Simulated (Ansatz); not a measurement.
# TiO2: the cost of one run

Method: DFT PBE, scalar-relativistic, plane waves, PAW, in Ansatz 0.2.0.

### Step 1. The system as given

The structure is monoclinic, space group C2/c (No. 15). Conventional cell: a = 5.412 Å, b = 5.413 Å, c = 5.472 Å, α = 90.00°, β = 118.77°, γ = 90.00°. Around Ti (site symmetry 2) lie 6 O at 1.93 to 2.00 Å. Around O (site symmetry 1) lie 3 Ti at 1.93 to 2.00 Å.

Cell or atoms stand a little off a more symmetric structure (I4_1/amd at a tolerance of 0.3 Å), so results at this geometry aren't those of that ideal crystal.

Structure file:

```
CELL_PARAMETERS angstrom
2.63353 -5.41331 -4.79664
2.63353 5.41331 -4.79664
10.82414 0.00000 0.00000
ATOMIC_POSITIONS crystal
Ti 0.69205 0.05795 0.25000
Ti 0.19206 0.55795 0.25000
Ti 0.44205 0.30795 0.50000
Ti 0.94205 0.80795 0.50000
Ti 0.19206 0.55795 0.75000
Ti 0.69205 0.05795 0.75000
Ti 0.94205 0.80795 0.00000
Ti 0.44205 0.30795 0.00000
Ti 0.80795 0.44205 0.25000
Ti 0.30795 0.94205 0.25000
Ti 0.55795 0.69205 0.50000
Ti 0.05795 0.19206 0.50000
Ti 0.30795 0.94205 0.75000
Ti 0.80795 0.44205 0.75000
Ti 0.05795 0.19205 0.00000
Ti 0.55795 0.69205 0.00000
O 0.72704 0.60581 0.10499
O 0.22704 0.10581 0.10499
O 0.47704 0.85581 0.35499
O 0.97704 0.35581 0.35499
O 0.22704 0.10581 0.60499
O 0.72704 0.60581 0.60499
O 0.97704 0.35581 0.85499
O 0.47704 0.85581 0.85499
O 0.77296 0.89419 0.39501
O 0.27296 0.39419 0.39501
O 0.52296 0.14419 0.64501
O 0.02296 0.64419 0.64501
O 0.27296 0.39419 0.89501
O 0.77296 0.89419 0.89501
O 0.02296 0.64419 0.14501
O 0.52296 0.14419 0.14501
O 0.64419 0.52296 0.39501
O 0.14419 0.02296 0.39501
O 0.39419 0.77296 0.64501
O 0.89419 0.27296 0.64501
O 0.14419 0.02296 0.89501
O 0.64419 0.52296 0.89501
O 0.89419 0.27296 0.14501
O 0.39419 0.77296 0.14501
O 0.85581 0.97704 0.10499
O 0.35581 0.47704 0.10499
O 0.60581 0.22704 0.35499
O 0.10581 0.72704 0.35499
O 0.35581 0.47704 0.60499
O 0.85581 0.97704 0.60499
O 0.10581 0.72704 0.85499
O 0.60581 0.22704 0.85499
```

The runs take a perfect supercell of 48 atoms; the defect goes to fractional position (0.727, 0.606, 0.105).

### Step 2. The perfect supercell

input.yaml

```yaml
crystal:
  lattice:
    - [2.633531, -5.41331, -4.796637]
    - [2.633531, 5.41331, -4.796637]
    - [10.824136, 0.0, 0.0]
  atoms:
    - { symbol: Ti, position: [0.692055, 0.057945, 0.25] }
    - { symbol: Ti, position: [0.192055, 0.557945, 0.25] }
    - { symbol: Ti, position: [0.442055, 0.307945, 0.5] }
    - { symbol: Ti, position: [0.942055, 0.807945, 0.5] }
    - { symbol: Ti, position: [0.192055, 0.557945, 0.75] }
    - { symbol: Ti, position: [0.692055, 0.057945, 0.75] }
    - { symbol: Ti, position: [0.942055, 0.807945, 0.0] }
    - { symbol: Ti, position: [0.442055, 0.307945, 0.0] }
    - { symbol: Ti, position: [0.807945, 0.442055, 0.25] }
    - { symbol: Ti, position: [0.307945, 0.942055, 0.25] }
    - { symbol: Ti, position: [0.557945, 0.692055, 0.5] }
    - { symbol: Ti, position: [0.057945, 0.192055, 0.5] }
    - { symbol: Ti, position: [0.307945, 0.942055, 0.75] }
    - { symbol: Ti, position: [0.807945, 0.442055, 0.75] }
    - { symbol: Ti, position: [0.057945, 0.192055, 0.0] }
    - { symbol: Ti, position: [0.557945, 0.692055, 0.0] }
    - { symbol: O, position: [0.727042, 0.605809, 0.104994] }
    - { symbol: O, position: [0.227042, 0.105809, 0.104994] }
    - { symbol: O, position: [0.477042, 0.855809, 0.354994] }
    - { symbol: O, position: [0.977042, 0.355809, 0.354994] }
    - { symbol: O, position: [0.227042, 0.105809, 0.604994] }
    - { symbol: O, position: [0.727042, 0.605809, 0.604994] }
    - { symbol: O, position: [0.977042, 0.355809, 0.854994] }
    - { symbol: O, position: [0.477042, 0.855809, 0.854994] }
    - { symbol: O, position: [0.772958, 0.894191, 0.395006] }
    - { symbol: O, position: [0.272958, 0.394191, 0.395006] }
    - { symbol: O, position: [0.522958, 0.144191, 0.645006] }
    - { symbol: O, position: [0.022958, 0.644191, 0.645006] }
    - { symbol: O, position: [0.272958, 0.394191, 0.895006] }
    - { symbol: O, position: [0.772958, 0.894191, 0.895006] }
    - { symbol: O, position: [0.022958, 0.644191, 0.145006] }
    - { symbol: O, position: [0.522958, 0.144191, 0.145006] }
    - { symbol: O, position: [0.644191, 0.522958, 0.395006] }
    - { symbol: O, position: [0.144191, 0.022958, 0.395006] }
    - { symbol: O, position: [0.394191, 0.772958, 0.645006] }
    - { symbol: O, position: [0.894191, 0.272958, 0.645006] }
    - { symbol: O, position: [0.144191, 0.022958, 0.895006] }
    - { symbol: O, position: [0.644191, 0.522958, 0.895006] }
    - { symbol: O, position: [0.894191, 0.272958, 0.145006] }
    - { symbol: O, position: [0.394191, 0.772958, 0.145006] }
    - { symbol: O, position: [0.855809, 0.977042, 0.104994] }
    - { symbol: O, position: [0.355809, 0.477042, 0.104994] }
    - { symbol: O, position: [0.605809, 0.227042, 0.354994] }
    - { symbol: O, position: [0.105809, 0.727042, 0.354994] }
    - { symbol: O, position: [0.355809, 0.477042, 0.604994] }
    - { symbol: O, position: [0.855809, 0.977042, 0.604994] }
    - { symbol: O, position: [0.105809, 0.727042, 0.854994] }
    - { symbol: O, position: [0.605809, 0.227042, 0.854994] }
basis:
  ecutwfc: 420
  fft_grid_basis: typed
kpoints:
  mp_grid: { grid: [2, 2, 1] }
hamiltonian:
  xc: pbe
  pseudopotentials: { kind: paw }
scf:
  occupations: { method: gaussian, width: 0.05 }
output:
  forces: true
  stress: false
  eigenvalues: true
  bader: false
  write_density: true
  volumetric_format: npy
```

Command:

```bash
> ansatz run input.yaml --threads 4 --pin off --max-ram 10240MiB --backend cpu --events-out ev --progress --plain --runs-dir out
```

Q: Estimate wall time and peak memory on 4 threads of Arm Neoverse N1, shared host.

About 11 s, with a peak of 2 GiB.
